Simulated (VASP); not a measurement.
Here is a VASP 6.6.1 calculation.

The input INCAR:

```
PREC = Accurate ; ENCUT = 520
EDIFF = 1E-7 ; ISMEAR = -1
SIGMA = 0.05 ; LREAL = F
LASPH = T ; NELM = 80
ALGO = Normal ; ISIF = 2
LWAVE = F ; LCHARG = T
GGA = PE ; LELF = T
LVHAR = T ; NBANDS = 15
```

Contents of KPOINTS:

```
regular mesh
0
Gamma
  7 7 7
```

File POSCAR:

```
BaS
1.0
    0.0000000000      3.1937500000      3.1937500000
    3.1937500000      0.0000000000      3.1937500000
    3.1937500000      3.1937500000      0.0000000000
Ba S
1 1
Direct
   -0.0008700000      0.0093810000      0.0064900000
    0.5034260000      0.4980180000      0.4999670000
```

Potentials or basis: VASP PAW PBE potentials, release 64 (Ba_sv, S).

Launch:

```sh
$ cat potpaw_PBE.64/Ba_sv/POTCAR potpaw_PBE.64/S/POTCAR > POTCAR
$ mpirun -np 1 vasp_std > vasp.out
```

Question: Predict the band gap on the k mesh.

Answer: 2.18 eV, indirect (least direct gap 2.32 eV).

Question: Predict the pressure.

Answer: 1.5 GPa.

Stress tensor (GPa, compression positive):
```
 1.56  0.00 -0.01
 0.00  1.41  0.00
-0.01  0.00  1.43
```

Caveat: spin-orbit coupling is left out, which moves the levels of the heavy elements; an odd mesh through Γ misses points on the zone boundary, where band edges often lie.
